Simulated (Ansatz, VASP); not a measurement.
# SnSe: VASP beside Ansatz

INCAR

```
PREC = Accurate
ENCUT = 520
EDIFF = 1E-7
ISMEAR = 0
SIGMA = 0.1
LREAL = F
LASPH = T
NELM = 60
ALGO = Normal
ISIF = 2
LWAVE = F
LCHARG = F
GGA = PE
NBANDS = 17
```

Contents of KPOINTS:

```
regular mesh
0
Gamma
  12 12 12
```

Contents of POSCAR:

```
SnSe
1.0
    3.5657490696      0.0000000000      0.0000000000
    0.0000000000      3.5657490696      0.0000000000
    0.0000000000      0.0000000000      3.5657490696
Sn Se
1 1
Direct
    0.5000000000      0.5000000000      0.5000000000
    0.0000000000      0.0000000000      0.0000000000
```

Input for Ansatz:

```yaml
crystal:
  lattice:
    - [3.5657490696, 0.0, 0.0]
    - [0.0, 3.5657490696, 0.0]
    - [0.0, 0.0, 3.5657490696]
  atoms:
    - { symbol: Sn, position: [0.5, 0.5, 0.5] }
    - { symbol: Se, position: [0.0, 0.0, 0.0] }
basis:
  ecutwfc: 420
kpoints:
  mp_grid: { grid: [12, 12, 12] }
hamiltonian:
  xc: pbe
scf:
  occupations: { method: gaussian, width: 0.1 }
output:
  forces: true
  stress: true
  eigenvalues: true
```

Alike in both runs: task single point; functional PBE; k mesh 12 × 12 × 12; occupations gaussian, width 0.1 eV; no spin polarisation.

|  | VASP | Ansatz |
| --- | --- | --- |
| version | VASP 6.6.1 | Ansatz 0.2.0 |
| potentials or method | VASP PAW PBE potentials, release 64 (Sn_d, Se) | scalar-relativistic, plane waves, PAW |
| plane-wave cutoff (eV) | 520 | 420 |
| valence electrons in the cell | 20 | 30 |

```tsv
	VASP	Ansatz	Ansatz less VASP
gap on the k mesh at the Fermi level (eV)	none	none	-
pressure (GPa)	5.8	5.8	0.00
```

A gap of «none» marks a metal or a gap that the smearing closes. With one functional, cell and mesh, what is left measures potentials, basis and numerics. The two sets of potentials don't hold the same shells in valence.
